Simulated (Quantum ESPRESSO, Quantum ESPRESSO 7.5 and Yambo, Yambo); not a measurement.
# KBr (Fm-3m): G0W0 on several meshes in Yambo

Aim: the GW shift of KBr (Fm-3m) against the k mesh.

Method: PBE and many-body steps on it, plane waves, in Quantum ESPRESSO 7.5 and Yambo 5.3.0.

## (1) Set-up

The structure is cubic, space group Fm-3m (No. 225). The conventional cell has a = 6.600 Å, b = 6.600 Å, c = 6.600 Å, α = 90.00°, β = 90.00°, γ = 90.00°. Nearest to K lie 6 Br at 3.30 Å. Nearest to Br lie 6 K at 3.30 Å. Farther neighbours and most contacts between anions are not listed.

Coordinates:

```cif
data_structure
_symmetry_space_group_name_H-M 'P 1'
_symmetry_Int_Tables_number 1
_cell_length_a 4.6669
_cell_length_b 4.6669
_cell_length_c 4.6669
_cell_angle_alpha 60.000
_cell_angle_beta 60.000
_cell_angle_gamma 60.000
_cell_volume 71.87
loop_
_atom_site_label
_atom_site_type_symbol
_atom_site_fract_x
_atom_site_fract_y
_atom_site_fract_z
_atom_site_occupancy
K1 K 0.00000 0.00000 0.00000 1
Br2 Br 0.50000 0.50000 0.50000 1
```

The cell and positions come from the Crystallography Open Database and are kept as given unless a step says otherwise.

## (2) Empty states on the mesh, 4×4×4 mesh, 474 bands

This step: Quantum ESPRESSO 7.5; DFT, PBE, plane waves, norm-conserving pseudopotentials.

The sums over transitions need many empty states on a uniform mesh; this step solves for them.

Contents of pw.in:

```
&control
  calculation = 'nscf'
  prefix = 'x'
  outdir = 'o'
  pseudo_dir = 'pseudo'
/
&system
  ibrav = 0
  nat = 2
  ntyp = 2
  ecutwfc = 76.0
  nbnd = 474
  force_symmorphic = .true.
/
&electrons
  conv_thr = 1e-9
  electron_maxstep = 80
  diago_full_acc = .true.
  diago_thr_init = 5e-6
/
ATOMIC_SPECIES
  K 39.098 K.upf
  Br 79.904 Br.upf
CELL_PARAMETERS angstrom
  0.0000000000 3.3000000000 3.3000000000
  3.3000000000 0.0000000000 3.3000000000
  3.3000000000 3.3000000000 0.0000000000
ATOMIC_POSITIONS crystal
  K 0.0000000000 0.0000000000 0.0000000000
  Br 0.5000000000 0.5000000000 0.5000000000
K_POINTS automatic
  4 4 4 0 0 0
```

Command:

```sh
$ OMP_NUM_THREADS=1 mpirun -n 4 pw.x -nk 4 -in pw.in > pw.out
```

Output:

```text
Program PWSCF v.7.5 starts

     This program is part of the open-source Quantum ESPRESSO suite
     for quantum simulation of materials; please cite
         "P. Giannozzi et al., J. Phys.:Condens. Matter 21 395502 (2009);
         "P. Giannozzi et al., J. Phys.:Condens. Matter 29 465901 (2017);
         "P. Giannozzi et al., J. Chem. Phys. 152 154105 (2020);
     in publications or presentations arising from this work. More details at

     Atomic positions and unit cell read from directory:
     o/x.save/

     Message from routine setup:
[...]
k =-0.3536-0.3536 0.3536 (  5444 PWs)   bands (ev):

[...]
49.7594  49.8528  49.8542  50.7015  50.9991  50.9991  53.6334  54.8009
     [... 48 further rows ...]
   195.4158 195.4158 195.4836 195.5043 195.5072 195.5072 196.9491 196.9491
   197.2300 197.2300

          k = 0.3536 0.0000 0.0000 (  5425 PWs)   bands (ev):

     [... further k-points ...]

     highest occupied, lowest unoccupied level (ev):     2.0853    6.5214

     XML data file, pseudopotentials, collected wavefunctions

=------------------------------------------------------------------------------=
   JOB DONE.
=------------------------------------------------------------------------------=
```

The job ended after 94 s (4 MPI ranks of Arm Neoverse V1, shared host; peak memory 1.2 GiB; 6.3 min of CPU time).

This step gave:

| Quantity | Value |
| --- | --- |
| gap | 4.436 eV |
| k of the valence top | 0, 0, 0 |
| k of the conduction bottom | 0, 0, 0 |
| least direct gap | 4.436 eV |
| k points computed | 8 |
| lowest point of the top converged band, above the valence top | 191.6108 eV |

On this mesh the gap is 4.436 eV.

The density comes from a self-consistent run that is not shown.

## (3) Conversion and set-up

This step: Yambo 5.3.0; conversion and set-up on PBE, plane waves, norm-conserving pseudopotentials.

The states are converted to the many-body program's format and the q mesh is built.

Command:

```sh
$ (cd o/x.save; p2y > p2y.log; mv SAVE ../..); yambo > setup.log
```

Output:

```text
 Yambo, version 5.3.0

 [02] CORE Variables Setup
 =========================

  [02.01] Unit cells
  ==================

  Cell kind             :  FCC
  Atoms in the cell     :  K  Br
  number of K  atoms    :  1
  number of Br atoms    :  1

  List of atomic masses
  Mass of K     :  39.09800
  Mass of Br    :  79.90400

  List of atomic coordinates    : [cc]
  K1       :  0.000000  0.000000  0.000000  order 1
  Br1       :  6.236096  6.236096  6.236096  order 2

  Alat factors          :  6.236096  6.236096  6.236096 [a.u.]
  Direct lattice volume :  485.0298 [a.u.]
[...]
==========================================

 IBZ Q-points                                      :   8
 BZ  Q-points                                      :   64

 K/Q-points units:
 rlu = crystal or reduced units; cc = cartesian coordinates; iku = interal k-units

 Q [1]          [rlu]:  0.000000  0.000000  0.000000
 Q [2]          [rlu]: -0.15345E-16  0.40166E-16  0.25000
 Q [3]          [rlu]:  0.30690E-16 -0.80332E-16 -0.50000
[...]
Q [7]          [rlu]:  0.92343E-17 -0.50000     -0.50000
 Q [8]          [rlu]:  0.250000 -0.500000 -0.250000

  [03.01] X indexes
  =================

   [03.01.01] Sigma indexes
   ========================

 [06] Game Over & Game summary
```

It took 3.4 s on 1 MPI rank; peak memory 0.26 GiB.

## (4) 4×4×4

G0W0 replaces the xc potential by the self-energy, built once from these orbitals. Only a window of levels is corrected, while the sums run over the empty bands that the input names.

This step: G0W0 on PBE, plane waves, norm-conserving pseudopotentials.

Contents of gw2.in:

```
HF_and_locXC
gw0
dyson
ppa
em1d
rim_cut
RandQpts= 1000000
RandGvec= 1 RL
EXXRLvcs= 76 Ry
VXCRLvcs= 304 Ry
Chimod= "HARTREE"
% BndsRnXp
 1 | 201 |
%
NGsBlkXp= 15.5 Ry
% LongDrXp
 1 | 1 | 1 |
%
% GbndRnge
 1 | 201 |
%
DysSolver= "n"
ExtendOut
PPAPntXp= 27.21138 eV
% QPkrange
 1 | 1 | 12 | 15 |
%
```

Command:

```sh
$ OMP_NUM_THREADS=1 mpirun -n 4 yambo -F gw2.in -J gw2 -C gw2 > gw2.log
```

Output:

```text
 Yambo, version 5.3.0

 [02] CORE Variables Setup
 =========================

  [... cell, symmetries and grids as in the set-up ...]

  [02.05] Energies & Occupations
  ==============================

  [X] === General ===
  [X] Electronic Temperature                        :  0.000000  0.000000 [eV K]
  [X] Bosonic    Temperature                        :  0.000000  0.000000 [eV K]
  [X] Finite Temperature mode                       : no
  [X] El. density                                   :  0.36174E+24 [cm-3]
  [X] Fermi Level                                   :  2.085286 [eV]

  [X] === Gaps and Widths ===
  [X] Conduction Band Min                           :  4.436154 [eV]
  [X] Valence Band Max                              :  0.000000 [eV]
  [X] Filled Bands                                  :  13
  [X] Empty Bands                                   :    14   474
  [X] Direct Gap                                    :  4.436154 [eV]
  [X] Direct Gap localized at k                     :  1
  [X] Indirect Gap                                  :  4.436154 [eV]
  [X] Indirect Gap between kpts                     :  1  1
  [X] Last valence band width                       :  0.536069 [eV]
  [X] 1st conduction band width                     :  2.953841 [eV]

 [03] Transferred momenta grid and indexing
 ==========================================

 IBZ Q-points                                      :   8
 BZ  Q-points                                      :   64

 K/Q-points units:
 rlu = crystal or reduced units; cc = cartesian coordinates; iku = interal k-units

 Q [1]          [rlu]:  0.000000  0.000000  0.000000
 Q [2]          [rlu]: -0.15345E-16  0.40166E-16  0.25000
 Q [3]          [rlu]:  0.30690E-16 -0.80332E-16 -0.50000
 Q [4]          [rlu]: -0.46171E-17  0.25000      0.25000
 Q [5]          [rlu]: -0.20915E-17  0.25000      0.50000
 Q [6]          [rlu]: -0.24821E-16  0.25000     -0.25000
 Q [7]          [rlu]:  0.92343E-17 -0.50000     -0.50000
 Q [8]          [rlu]:  0.250000 -0.500000 -0.250000

 [04] Coloumb potential Random Integration (RIM)
 ===============================================

  [04.01] RIM initialization
  ==========================

  * Diagonal components only detected *

  8 x (sBL volume)        :  0.063927 [a.u.]
  sBZ random points       :  1000000
  Points outside the sBZ  :   7968281
  RL volume               :  0.511412 [a.u.]
  Integrated volume       :  0.513448 [a.u.]

  [04.02] RIM integrals
  =====================

  Gamma point sphere radius             :  0.072529 [a.u.]
  Points outside the sphere             :   800476
  [Int_sBZ(q=0) 1/q^2]*(Vol_sBZ)^(-1/3) =:  7.776341
                                 should be <:  7.795600

  Summary of Coulomb integrals for non-metallic bands |Q|[au] RIM/Bare

  Q [1] 0.100000E-4 0.997530 * Q [2] 0.218141 1.068480
  Q [4] 0.251888 1.066792 * Q [6] 0.356223 1.029814
  Q [5] 0.417709 1.022655 * Q [3] 0.436282 1.020683
  Q [7] 0.503776 1.017590 * Q [8] 0.563238 1.014367

 [WARNING] [Xp] User bands 1-201 break level degeneracy

 [05] Dipoles
 ============

  [05.01] Setup: observables and procedures
  =========================================

 [06] Dynamic Dielectric Matrix (PPA)
 ====================================

 [WR./gw2//ndb.pp]---------------------------------------------------------------
  Brillouin Zone Q/K grids (IBZ/BZ)                :    8   64    8   64
  RL vectors                                       :   6567 [WF]
  Coulomb cutoff potential                         : none
  Electronic Temperature                           :  0.000000 [K]
  Bosonic    Temperature                           :  0.000000 [K]
  PPA    diel. fun.  energies                      : Perdew, Burke & Ernzerhof(X)+Perdew, Burke & Ernzerhof(C)
  wavefunctions                                    : Perdew, Burke & Ernzerhof(X)+Perdew, Burke & Ernzerhof(C)
  Global Gauge                                     : length
  X matrix size                                    :   537
  X band range                                     :    1  201
  X e/h energy range                               : -1.000000 -1.000000 [eV]
  X Time ordering                                  : R
  X Hxc Kernel                                     : HARTREE
  X Drude frequency                                :  0.000000  0.000000
  X poles                                          :  100.0000 [o/o]
  RL vectors in the sum                            :   6567
  [r,Vnl] included                                 : yes
  Field direction                                  :  0.577350E-5  0.577350E-5  0.577350E-5
  BZ energy Double Grid                            : no
  BZ energy DbGd points                            : 0
  BZ Q point size factor                           : -1.000000
  X Optical Averaged directions                    : none

 [07] Local Exchange-Correlation + Non-Local Fock
 ================================================

 [VXC] Plane waves :   43599
 [EXS] Plane waves :   5577

 QP @ state[ 1 ] K range:  1  1
 QP @ state[ 1 ] b range:  12  15

 [xc] Functional : Perdew, Burke & Ernzerhof(X)+Perdew, Burke & Ernzerhof(C)
 [xc] LIBXC used to calculate xc functional
  PP Number of Atomic Species                      :  2
  NLCC RL compoments                               :   43599
  PP Number of Atomic Species                      :  2
  NLCC RL compoments                               :   43599

 [xc] E_xc :  -16.87313 [Ha]
      E_xc :  -33.74626 [Ry]

  Local XC kind (lXC) : Perdew, Burke & Ernzerhof(X)+Perdew, Burke & Ernzerhof(C)
  Non-Local XC kind (nlXC) : Hartree-Fock

  Corrections @ K [1] :  [eV]
 <12|nlXC|12> = -19.54507 -0.66412E-17 <12|lXC|12> = -14.35201  0.56645E-15
 <13|nlXC|13> = -19.54501 -0.52136E-17 <13|lXC|13> = -14.35201 -0.23602E-16
 <14|nlXC|14> = -3.946253  0.22324E-17 <14|lXC|14> = -7.314515  0.37763E-15
 <15|nlXC|15> = -3.767110  0.64592E-19 <15|lXC|15> = -8.482834 -0.47204E-16

 [08] Dyson equation: Newton solver
 ==================================

  [08.01] G0W0 (W PPA)
  ====================

  [  GW  ] Bands range     :    1  201
  [GW/PPA] G damping       :  0.100000 [eV]

  QP @ state[ 1 ] K range:  1  1
  QP @ state[ 1 ] b range:  12  15

   Sc/G bands                                       :    1  201
   Sc/G damping                                     :  0.100000 ev
   Sc bands terminator                              : no
   Sx RL components                                 :   5577

   QP @ state[ 1 ] K range                          :  1  1
   QP @ state[ 1 ] b range                          :  12  15
   GF energies kind                                 : Perdew, Burke & Ernzerhof(X)+Perdew, Burke & Ernzerhof(C)
   GF WF`s kind                                     : Perdew, Burke & Ernzerhof(X)+Perdew, Burke & Ernzerhof(C)
   Xs energies kind                                 : Perdew, Burke & Ernzerhof(X)+Perdew, Burke & Ernzerhof(C)
   Xs WF`s kind                                     : Perdew, Burke & Ernzerhof(X)+Perdew, Burke & Ernzerhof(C)

 [11] Game Over & Game summary
```

Wall time 6.3 min (4 MPI ranks); peak memory 2.1 GiB; 25 min of CPU time.

This step gave:

```yaml
g0w0_gap_on_the_points_computed: 7.728 eV
starting_gap_on_the_mesh: 4.436 eV
k_of_the_valence_top: 0, 0, 0
k_of_the_conduction_bottom: 0, 0, 0
least_direct_g0w0_gap_on_the_computed_points: 7.728 eV
z_at_the_valence_top: 0.8279
z_at_the_conduction_bottom: 0.8736
```

The gap on the mesh goes from 4.44 eV to 7.73 eV, a correction of +3.29 eV.

## (5) Empty states on the mesh, 2×2×2 mesh, 201 bands

This step: Quantum ESPRESSO 7.5; DFT, PBE, plane waves, norm-conserving pseudopotentials.

pw.in, as its differences from that of step 2:

```diff
@@ -11,3 +11,3 @@
   ecutwfc = 76.0
-  nbnd = 474
+  nbnd = 201
   force_symmorphic = .true.
@@ -31,2 +31,2 @@
 K_POINTS automatic
-  4 4 4 0 0 0
+  2 2 2 0 0 0
```

Command:

```sh
$ OMP_NUM_THREADS=1 mpirun -n 4 pw.x -nk 4 -in pw.in > pw.out
```

Output:

```text
[banner, memory and clock lines left out]
Program PWSCF v.7.5 starts

     Atomic positions and unit cell read from directory:
     o/x.save/

     Message from routine setup:
     using ibrav=0 with symmetry is DISCOURAGED, use correct ibrav instead

     Message from routine divide_et_impera:
     suboptimal parallelization: some nodes have no k-points

     G-vector sticks info

     bravais-lattice index     =            0
     lattice parameter (alat)  =       8.8192  a.u.
     unit-cell volume          =     485.0298 (a.u.)^3
     number of atoms/cell      =            2
[...]
[... 14 further rows ...]
[...]
113.0588

          k =-0.3536-0.3536 0.3536 (  5444 PWs)   bands (ev):

[...]
[... 14 further rows ...]
[...]
108.8782

          k =-0.7071 0.0000 0.0000 (  5434 PWs)   bands (ev):

[...]
49.3230  50.0237  50.0713  51.4225  51.4225  51.4983  54.2287  55.0005
     [... 14 further rows ...]
   103.1562 103.3137 103.7770 104.9067 104.9883 105.3613 105.5747 105.5747
   106.7494

     highest occupied, lowest unoccupied level (ev):     2.0853    6.5214

     XML data file, pseudopotentials, collected wavefunctions
```

The job ended after 12 s (4 MPI ranks; peak memory 0.49 GiB; 49 s of CPU time).

Numbers from this step:

```
gap                                                           : 4.436 eV
k of the valence top                                          : 0, 0, 0
k of the conduction bottom                                    : 0, 0, 0
least direct gap                                              : 4.436 eV
k points computed                                             : 3
lowest point of the top converged band, above the valence top : 104.6641 eV
```

On this mesh the gap is 4.436 eV.

(Part 1 of 2 ends here.)

[Paths, hosts, dates, memory and timing lines, banners, echoed tables and standing remarks are left out of the program output.]

[Logs are printed without paths, hosts, clocks, repeated set-up lines and the standing remarks that a program may print on its own settings, such as how far it seeks lower states.]

[Runs of the session that timed out or met a known fault of the program may be left out.]

[Hosts, paths, dates, database ids (printed as entryN), source tags and the programs' standing remarks are cut or masked in the printed files.]
